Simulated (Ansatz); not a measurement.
Yb in Ansatz: the effect of fixed moment

Crystal: Yb.

```
CELL_PARAMETERS angstrom
3.87990 0.00000 0.00000
-1.93995 3.36009 0.00000
0.00000 0.00000 6.38590
ATOMIC_POSITIONS crystal
Yb 0.66667 0.33333 0.75000
Yb 0.33333 0.66667 0.25000
```

This isn't the form of Yb at room conditions, which is fcc.

Alike in all runs:

| Quantity | Value |
| --- | --- |
| Program | Ansatz 0.2.0 |
| Task | single point |
| Functional | PBEsol |
| Potentials or basis | Ansatz PAW |
| Cutoff | 420 eV (not typed: the program's choice for these potentials) |
| k mesh | 7 × 7 × 4 |
| Occupations | fermi-dirac, width 0.05 eV |

```csv
fixed moment,spin,starting moments,energy over the lowest run (meV/atom),pressure (GPa)
0,"collinear spin, program default start",-,0.0,-3.3
0.5,"collinear spin, ferromagnetic start","[0.25, 0.25] μB",10.5,-3.3
1,"collinear spin, ferromagnetic start","[0.5, 0.5] μB",58.6,-3.4
1.5,"collinear spin, ferromagnetic start","[0.75, 0.75] μB",125.5,-3.4
2,"collinear spin, ferromagnetic start","[1.0, 1.0] μB",207.4,-3.4
2.5,"collinear spin, ferromagnetic start","[1.25, 1.25] μB",311.0,-3.5
3,"collinear spin, ferromagnetic start","[1.5, 1.5] μB",437.5,-3.7
4,"collinear spin, ferromagnetic start","[2.0, 2.0] μB",?,?
```

Problem. What does the run with fixed moment 4 give?

Solution. Energy over the lowest run 830.6 meV/atom; pressure -3.9 GPa.

Worked out: A parabola through the other rows of the energy over the lowest run, of slope 359 meV/atom per unit of fixed moment there, extrapolates to 754.5 meV/atom, against the run's 830.6. The fit is too stiff a form for this range. A parabola through the other rows of the pressure, of slope -0.352 GPa per unit of fixed moment there, extrapolates to -4.0 GPa, against the run's -3.9.

Caveats: the total moment is fixed, so each spin has its own Fermi level; the PAW data sets come from PBE, with cores solved anew for the run's functional, which leaves a small shift of forces and pressure; the thresholds are loose for stress.
